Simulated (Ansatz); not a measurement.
**Calculated Zn-67 nuclear quadrupole resonance for ZnF₂**

Cell: a Materials Project structure (computed, not necessarily an observed phase), whose atoms a relaxation with PBE at fixed cell left in place.

Space group P4_2/mnm (No. 136); a = 4.7029, c = 3.1329 Å.

```csv
site,Wyckoff,site symmetry,x,y,z
Zn,2a,m.mm,0.5000,0.5000,0.5000
F,4f,m.2m,0.6969,0.6969,0.0000
```

One atom of each set is listed.

Computed with Ansatz: DFT, PBE, plane waves and PAW, scalar-relativistic, 420 eV cutoff, Γ-centred 7×7×11 k-points, Fermi–Dirac smearing 0.01 eV.

Zn-67: I = 5/2, Q = 122.0 mb (year-2017 value). Static lattice, zero field.

Q: Predict the zero-field Zn-67 lines of each site.

A: For I = 5/2 and η = 0 the lines are 3|C_Q|/20 and twice that; η pulls their ratio below 2.

| site | atoms | V_zz (10²¹ V/m²) | C_Q (MHz) | η | line frequencies (MHz) |
| --- | --- | --- | --- | --- | --- |
| Zn | 2 | 2.11 | 6.22 | 0.03 | 0.934, 1.87 |

At this cell the PBE pressure is 6 GPa, so with PBE the cell would grow if it were relaxed. The entry's cell may itself be off.

The relaxation (2 steps) took 10 s of wall time (10 s of CPU time) and 0.42 GiB at its peak, on 1 thread of Arm Neoverse V2 (aarch64; 8 cores open to the job, memory cap 3.0 GiB, no GPU), a shared host with a load of 0.3 a core.
